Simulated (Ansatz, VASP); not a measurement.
Sb in VASP and in Ansatz

```
CELL_PARAMETERS angstrom
2.10046 1.21270 3.51407
-2.10046 1.21270 3.51407
0.00000 -2.42540 3.51407
ATOMIC_POSITIONS crystal
Sb 0.23996 0.23996 0.23996
Sb 0.76004 0.76004 0.76004
```

Alike in both runs: functional PBE; dispersion D3(BJ); k mesh 6 × 6 × 6; occupations gaussian, width 0.1 eV; no spin polarisation.

Ansatz relaxed the structure, and its values are those at the end. VASP's run is a single point on that final structure, the one shown.

```csv
,VASP,Ansatz
version,VASP 6.6.1,Ansatz 0.2.0
potentials or method,"VASP PAW PBE potentials, release 64 (Sb)","scalar-relativistic, plane waves, PAW"
plane-wave cutoff (eV),520,420
valence electrons in the cell,10,30
```

```tsv
	VASP	Ansatz	Ansatz less VASP
gap on the k mesh at the Fermi level (eV)	none	none	-
pressure (GPa)	6.6	6.4	-0.13
rms of the force components (eV/Å)	0.024	0.002	-0.0216
```

A gap of «none» marks a metal or a gap that the smearing closes. The two sets of potentials don't hold the same shells in valence.

Caveats: pairwise dispersion overbinds metals, which lowers pressure and volume. Spin-orbit coupling is left out, which matters for the levels of Sb.
